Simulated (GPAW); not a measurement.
Pb:

```xyz
1
Lattice="-1.9797 1.9797 1.9797 1.9797 -1.9797 1.9797 1.9797 1.9797 -1.9797" Properties=species:S:1:pos:R:3 pbc="T T T"
Pb    0.0000    0.0000    0.0000
```

This isn't the form of Pb at room conditions, which is fcc.

Base run:

| Item | Value |
| --- | --- |
| Program | GPAW 26.7.0 |
| Functional | PBE |
| Potentials or basis | GPAW PAW data sets (gpaw-data 1.2.1) |
| Cutoff | 600 eV |
| Basis | pw |
| k mesh | 9 × 9 × 9 |
| Occupations | fermi-dirac, width 0.05 eV |
| Spin | no spin polarisation |

Its results: band gap on the k mesh none (metal or under the smearing width); pressure 0.5 GPa.

Q: The run is repeated on the same cell with these changes: functional from PBE to LDA; potentials or basis from GPAW PAW data sets (gpaw-data 1.2.1) to the program's PAW data sets (release 1.2.1) made for this functional. What comes out?

A: Band gap on the k mesh none (metal or under the smearing width); pressure -3.7 GPa.
